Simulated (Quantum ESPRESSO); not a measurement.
The system is Sb.

```
Sb
1.0
     3.16000    0.00000    0.00000
     0.00000    3.16000    0.00000
     0.00000    0.00000    3.16000
Sb
1
Direct
  0.00000 0.00000 0.00000
```

This isn't the form of Sb at room conditions, which is rhombohedral.

| Quantity | Value |
| --- | --- |
| Program | Quantum ESPRESSO 7.5 |
| Task | relaxation of cell and atoms |
| Functional | WC |
| Potentials or basis | JTH 2.0 PBE |
| Cutoff | 490 eV |
| Density cutoff | 2939 eV |
| k mesh | 8 × 8 × 8 |
| Occupations | cold, width 0.1 eV |
| Spin | no spin polarisation |

At the start: pressure -4.8 GPa; volume 31.55 Å³/atom.

Task: How do energy, volume and symmetry change on relaxing?

Result: Over 4 steps the energy falls by 38.6 meV/atom and the volume is 28.88 Å³/atom (-8.5 %); space group Pm-3m (No. 221, to 0.05 Å).

The path:
| step | energy change (eV) | largest force (eV/Å) | pressure (GPa) | volume (Å³) |
| --- | --- | --- | --- | --- |
| 1 | 0.0000 | 0.0000 | -4.81 | 31.55 |
| 2 | -0.0280 | 0.0000 | -2.88 | 30.30 |
| 3 | -0.0379 | 0.0000 | 0.45 | 28.68 |
| 4 | -0.0386 | 0.0000 | -0.03 | 28.88 |

Final structure:
```cif
data_structure
_symmetry_space_group_name_H-M 'P 1'
_symmetry_Int_Tables_number 1
_cell_length_a 3.0681
_cell_length_b 3.0681
_cell_length_c 3.0681
_cell_angle_alpha 90.000
_cell_angle_beta 90.000
_cell_angle_gamma 90.000
_cell_volume 28.88
loop_
_atom_site_label
_atom_site_type_symbol
_atom_site_fract_x
_atom_site_fract_y
_atom_site_fract_z
_atom_site_occupancy
Sb1 Sb 0.00000 0.00000 0.00000 1
```

Caveat: the potentials were made for another functional, which shifts forces and pressure; the cutoff is low for these files, which shifts pressure and relaxed volume.
